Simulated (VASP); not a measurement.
# Gd (Im-3m) in VASP: further runs

Runs on Gd. Level: PBE. Tasks: single point.

Program: VASP 6.6.1. These are calculated values, not measurements. Logs are shortened: lines on timing, memory, paths and dates and some standing lists are left out, and cuts for length are marked.

## 1. The crystal as given

Symmetry: Im-3m, No. 229, cubic system. Conventional cell: a = 4.050 Å, b = 4.050 Å, c = 4.050 Å, α = 90.00°, β = 90.00°, γ = 90.00°. Gd (site symmetry m-3m) is surrounded by 8 Gd at 3.51 Å.

This isn't the form of Gd at room conditions, which is hcp.

## 2. Single point, PBE, collinear spin, ferromagnetic start

Input file INCAR:

```
ADDGRID = False
ALGO = Normal
EDIFF = 1E-6
ENCUT = 450
GGA = PE
ISIF = 2
ISMEAR = 0
ISPIN = 2
LASPH = True
LCHARG = False
LMAXMIX = 6
LORBIT = 11
LREAL = False
LWAVE = False
MAGMOM = 7
NELM = 100
PREC = Accurate
SIGMA = 0.1
```

Input file KPOINTS:

```
k-points
0
Gamma
  10 10 10
```

Input file POSCAR:

```
Gd
1.0
   -2.0250000000      2.0250000000      2.0250000000
    2.0250000000     -2.0250000000      2.0250000000
    2.0250000000      2.0250000000     -2.0250000000
Gd
1
Direct
    0.0000000000      0.0000000000      0.0000000000
```

Potentials or basis: VASP PAW PBE potentials, release 64 (Gd).

The run is started by

```sh
$ cat potpaw_PBE.64/Gd/POTCAR > POTCAR
$ mpirun -np 1 vasp_std > vasp.out
```

OUTCAR:

```text
EDIFF = 1E-6
   ENCUT = 450
   GGA = PE
   ISIF = 2
   ISMEAR = 0
   ISPIN = 2
   LASPH = True
   LORBIT = 11
   LREAL = False
   NELM = 100
   PREC = Accurate

 Found     47 irreducible k-points:

 Following reciprocal coordinates:
            Coordinates               Weight
  0.000000  0.000000  0.000000      1.000000
  0.100000  0.000000  0.000000     12.000000
  0.200000  0.000000  0.000000     12.000000
  0.300000  0.000000  0.000000     12.000000
  0.400000  0.000000  0.000000     12.000000
  0.500000  0.000000  0.000000      6.000000
   k-points           NKPTS =     47   k-points in BZ     NKDIM =     47   number of bands    NBANDS=     17
   number of dos      NEDOS =    301   number of ions     NIONS =      1
   total plane-waves  NPLWV =  13824
   dimension x,y,z NGX =    24 NGY =   24 NGZ =   24
   dimension x,y,z NGXF=    48 NGYF=   48 NGZF=   48
   ions per type =               1
   NGX,Y,Z   is equivalent  to a cutoff of  11.38, 11.38, 11.38 a.u.
   NGXF,Y,Z  is equivalent  to a cutoff of  22.75, 22.75, 22.75 a.u.
 SYSTEM =  unknown system
   PREC   = accura    normal or accurate (medium, high low for compatibility)
   ISTART =      0    job   : 0-new  1-cont  2-samecut
   ICHARG =      2    charge: 1-file 2-atom 10-const
   ISPIN  =      2    spin polarized calculation?
   LNONCOLLINEAR =      F non collinear calculations
   LSORBIT =      F    spin-orbit coupling
   LASPH  =      T    aspherical Exc in radial PAW
   ENCUT  =  450.0 eV  33.07 Ry    5.75 a.u.   6.07  6.07  6.07*2*pi/ulx,y,z
   NELM   =    100;   NELMIN=  2; NELMDL= -5     # of ELM steps
   EDIFF  = 0.1E-05   stopping-criterion for ELM
   LREAL  =      F    real-space projection
   EDIFFG = 0.1E-04   stopping-criterion for IOM
   NSW    =      0    number of steps for IOM
   IBRION =     -1    ionic relax: 0-MD 1-quasi-New 2-CG
   NFREE  =      0    steps in history (QN), initial steepest desc. (CG)
   ISIF   =      2    stress and relaxation
   ISYM   =      2    0-nonsym 1-usesym 2-fastsym
   POTIM  = 0.5000    time-step for ionic-motion
   TEBEG  =    0.0;   TEEND  =   0.0 temperature during run
   PSTRESS=    0.0 pullay stress
   NELECT =      18.0000    total number of electrons
   NUPDOWN=      -1.0000    fix difference up-down
   EMIN   =  10.00;   EMAX   =-10.00  energy-range for DOS
   EFERMI =   0.00;   METHOD = LEGACY
   ISMEAR =     0;   SIGMA  =   0.10  broadening in eV -4-tet -1-fermi 0-gaus
   EFERMI_NEDOS =   21; number of points for ismear=-14 and -15
   IALGO  =     38    algorithm
   IMIX   =      4    mixing-type and parameters
     AMIX     =   0.40;   BMIX     =  1.00
     AMIX_MAG =   1.60;   BMIX_MAG =  1.00
  volume/ion in A,a.u.               =      33.22       224.15
  Fermi-wavevector in a.u.,A,eV,Ry     =   1.334711  2.522238 24.238153  1.781454
  Thomas-Fermi vector in A             =   2.463472
   LORBIT       =     11    0 simple, 1 ext, 2 COOP (PROOUT), +10 PAW based schemes
   GGA     = PE    functional components
   LHFCALC =     F    Hartree Fock is set to
   AEXX    =    0.0000 exact exchange contribution
   IVDW    =     0    specifies the selected vdW correction
   LEPSILON=     F    determine dielectric tensor
   LRPA    =     F    only Hartree local field effects (RPA)
 spin polarized calculation
 Gauss-broadening in eV      SIGMA  =   0.10
  energy-cutoff  :      450.00
  volume of cell :       33.22
 maximum number of plane-waves:       736
   NGX = 13   NGY = 13   NGZ = 13

 number of electron      17.9999994 magnetization       7.6636999

 Free energy of the ion-electron system (eV)
  ---------------------------------------------------
  ext. energy  EPLUGINS =         0.00000000
  ---------------------------------------------------
  free energy    TOTEN  =       -11.61272441 eV

  energy without entropy =      -11.60289258  energy(sigma->0) =      -11.60780849

 E-fermi :   2.9492     XC(G=0):  -9.9574

 val. band max:        2.9458710455   @ k =   0.5000   0.5000   0.1000
 cond. band min:       2.9619514503   @ k =  -0.3000   0.5000   0.1000
 fundamental gap:      0.0160804048
 Fermi energy:         2.9491964860

 spin component 1

 k-point     1 :       0.0000    0.0000    0.0000
  band No.  band energies     occupation
      1     -42.3743      1.00000
      2     -19.3958      1.00000
      3     -19.3958      1.00000
      4     -19.3958      1.00000
      5      -2.1230      1.00000
      6      -2.0047      1.00000
[... 9 lines left out ...]
     16       6.4693      0.00000
     17       6.4693      0.00000

 k-point     2 :       0.1000    0.0000    0.0000
  band No.  band energies     occupation
      1     -42.3680      1.00000
      2     -19.4664      1.00000
      3     -19.4178      1.00000
      4     -19.3962      1.00000
      5      -2.0012      1.00000
      6      -1.9981      1.00000
[... 9 lines left out ...]
     16       6.1903      0.00000
     17       6.4735      0.00000

 k-point     3 :       0.2000    0.0000    0.0000
  band No.  band energies     occupation
      1     -42.3515      1.00000
      2     -19.6454      1.00000
      3     -19.4746      1.00000
      4     -19.3970      1.00000
      5      -1.9938      1.00000
      6      -1.9787      1.00000
[... 9 lines left out ...]
     16       5.9935      0.00000
     17       6.5315      0.00000

 k-point     4 :       0.3000    0.0000    0.0000
  band No.  band energies     occupation
      1     -42.3311      1.00000
      2     -19.8578      1.00000
      3     -19.5437      1.00000
      4     -19.3982      1.00000
      5      -1.9897      1.00000
      6      -1.9568      1.00000
[... 9 lines left out ...]
     16       6.6970      0.00000
     17       6.7104      0.00000

 k-point     5 :       0.4000    0.0000    0.0000
  band No.  band energies     occupation
      1     -42.3145      1.00000
      2     -20.0230      1.00000
      3     -19.5988      1.00000
      4     -19.3992      1.00000
      5      -1.9911      1.00000
      6      -1.9709      1.00000
[... 9 lines left out ...]
     16       6.9809      0.00000
     17       8.2041      0.00000

 k-point     6 :       0.5000    0.0000    0.0000
  band No.  band energies     occupation
      1     -42.3082      1.00000
      2     -20.0848      1.00000
      3     -19.6198      1.00000
      4     -19.3995      1.00000
      5      -1.9927      1.00000
      6      -1.9797      1.00000
[... 9 lines left out ...]
     16       7.1334      0.00000
     17       9.0703      0.00000

 [... further k-points ...]

 spin component 2

 k-point     1 :       0.0000    0.0000    0.0000
  band No.  band energies     occupation
      1     -39.1219      1.00000
      2     -16.9757      1.00000
      3     -16.9757      1.00000
      4     -16.9757      1.00000
      5      -1.2165      1.00000
      6       3.2959      0.00000
[... 9 lines left out ...]
     16       7.5542      0.00000
     17       7.5542      0.00000

 k-point     2 :       0.1000    0.0000    0.0000
  band No.  band energies     occupation
      1     -39.1141      1.00000
      2     -17.0623      1.00000
      3     -17.0018      1.00000
      4     -16.9766      1.00000
      5      -0.9211      1.00000
      6       3.2815      0.00000
[... 9 lines left out ...]
     16       7.2845      0.00000
     17       7.5764      0.00000

 k-point     3 :       0.2000    0.0000    0.0000
  band No.  band energies     occupation
      1     -39.0935      1.00000
      2     -17.2800      1.00000
      3     -17.0686      1.00000
      4     -16.9786      1.00000
      5      -0.1324      1.00000
      6       3.2444      0.00001
[... 9 lines left out ...]
     16       7.1513      0.00000
     17       7.6762      0.00000

 k-point     4 :       0.3000    0.0000    0.0000
  band No.  band energies     occupation
      1     -39.0679      1.00000
      2     -17.5359      1.00000
      3     -17.1497      1.00000
      4     -16.9811      1.00000
      5       0.8125      1.00000
      6       3.2415      0.00002
[... 9 lines left out ...]
     16       7.9010      0.00000
     17       8.1276      0.00000

 k-point     5 :       0.4000    0.0000    0.0000
  band No.  band energies     occupation
      1     -39.0471      1.00000
      2     -17.7330      1.00000
      3     -17.2140      1.00000
      4     -16.9833      1.00000
      5       1.3542      1.00000
      6       3.3062      0.00000
[... 9 lines left out ...]
     16       8.2157      0.00000
     17       9.6965      0.00000

 k-point     6 :       0.5000    0.0000    0.0000
  band No.  band energies     occupation
      1     -39.0391      1.00000
      2     -17.8065      1.00000
      3     -17.2386      1.00000
      4     -16.9841      1.00000
      5       1.4524      1.00000
      6       3.3031      0.00000
[... 9 lines left out ...]
     16       8.3934      0.00000
     17      10.6092      0.00000

 [... further k-points ...]

------------------------ aborting loop because EDIFF is reached ----------------------------------------

  FORCE on cell =-STRESS in cart. coord.  units (eV):
  Direction    XX          YY          ZZ          XY          YZ          ZX
  --------------------------------------------------------------------------------------
  -------------------------------------------------------------------------------------
  Total       -0.1700616     -0.1700616     -0.1700616      0.0000000      0.0000000      0.0000000
  in kB       -8.2031728     -8.2031728     -8.2031728      0.0000000      0.0000000      0.0000000
  external PRESSURE =      -8.2031728 kB  Pullay stress =       0.0000000 kB

 VOLUME and BASIS-vectors are now :
 -----------------------------------------------------------------------------
  energy-cutoff  :      450.00
  volume of cell :       33.22
      direct lattice vectors                 reciprocal lattice vectors
    -2.025000000  2.025000000  2.025000000     0.000000000  0.246913580  0.246913580
     2.025000000 -2.025000000  2.025000000     0.246913580  0.000000000  0.246913580
     2.025000000  2.025000000 -2.025000000     0.246913580  0.246913580  0.000000000

 POSITION                                       TOTAL-FORCE (eV/Angst)
 -----------------------------------------------------------------------------------
      0.00000      0.00000      0.00000         0.000000     -0.000000      0.000000
 -----------------------------------------------------------------------------------
    total drift:                                0.000000      0.000000      0.000000

  FREE ENERGIE OF THE ION-ELECTRON SYSTEM (eV)
  ---------------------------------------------------
  free  energy   TOTEN  =       -11.6127244101 eV

  energy  without entropy=      -11.6028925753  energy(sigma->0) =      -11.60780849

 total charge

# of ion       s       p       d       f       tot
--------------------------------------------------
    1        2.072   5.559   0.590   6.974  15.195

 magnetization (x)

# of ion       s       p       d       f       tot
--------------------------------------------------
    1        0.002  -0.057   0.248   6.829   7.021
```

Run time: 38 s. Hardware: 1 thread of Intel Xeon Platinum 8559C (Emerald Rapids), shared host; peak memory 0.17 GiB.

These settings aren't checked as converged: the numbers below hold their error.

Results:

* Free energy: -11.6127 eV
* Pressure: -0.8 GPa
* Band gap on the k mesh: none (metal or under the smearing width)
* Net moment: 7.66 μB per cell
* Site moments: Gd +7.02 μB
* Valence electrons inside the program's atomic spheres: Gd 15.20

Caveat: spin-orbit coupling is left out, which moves the levels of the heavy elements.

## 3. Single point, PBE, collinear spin, ferromagnetic start

INCAR: that of step 2 with these lines changed.

```diff
@@ -17,2 +17,2 @@
 PREC = Accurate
-SIGMA = 0.1
+SIGMA = 0.05
```

KPOINTS is that of step 2.

POSCAR is that of step 2.

Potentials or basis: VASP PAW PBE potentials, release 64 (Gd).

The run is started by

```sh
$ cat potpaw_PBE.64/Gd/POTCAR > POTCAR
$ mpirun -np 1 vasp_std > vasp.out
```

Wall time 37 s (1 thread of Intel Xeon Platinum 8559C (Emerald Rapids), shared host); peak memory 0.18 GiB.

The run converged, but some of its settings lie outside the range that counts as converged, so its numbers aren't taken as properties of the crystal.

What came out:

```
Free energy                                           : -11.6088 eV
Pressure                                              : -0.7 GPa
Band gap on the k mesh                                : none (metal or under the smearing width)
Net moment                                            : 7.69 μB per cell
Site moments                                          : Gd +7.03 μB
Valence electrons inside the program's atomic spheres : Gd 15.19
```

Caveat: spin-orbit coupling is left out, which moves the levels of the heavy elements.

## 4. Single point, PBE, collinear spin, ferromagnetic start

INCAR: that of step 3 with these lines changed.

```diff
@@ -17,2 +17,2 @@
 PREC = Accurate
-SIGMA = 0.05
+SIGMA = 0.02
```

KPOINTS is that of step 3.

POSCAR is that of step 3.

The run is started by

```sh
$ cat potpaw_PBE.64/Gd/POTCAR > POTCAR
$ mpirun -np 1 vasp_std > vasp.out
```

Run time: 29 s. Hardware: 1 thread of Intel Xeon Platinum 8559C (Emerald Rapids), shared host; peak memory 0.17 GiB.

These settings aren't checked as converged: the numbers below hold their error.

What came out:

| Property | Result |
| --- | --- |
| Free energy | -11.6079 eV |
| Pressure | 3.4 GPa |
| Band gap on the k mesh | none (metal or under the smearing width) |
| Net moment | 7.70 μB per cell |
| Site moments | Gd +7.03 μB |
| Valence electrons inside the program's atomic spheres | Gd 15.20 |

Caveat: spin-orbit coupling is left out, which moves the levels of the heavy elements.

## 5. For comparison

An earlier run on the cell as given: functional PBE; potentials or basis VASP PAW PBE potentials, release 64 (Gd); cutoff 520 eV; k mesh 9 × 9 × 9; occupations fermi-dirac, width 0.05 eV; collinear spin, ferromagnetic start; starting moments [7.0] μB.

- Pressure: 0.0 GPa
- Band gap on the k mesh: none (metal or under the smearing width)
- Net moment: 7.60 μB per cell
- Site moments: Gd +6.99 μB
- Valence electrons inside the program's atomic spheres: Gd 15.20
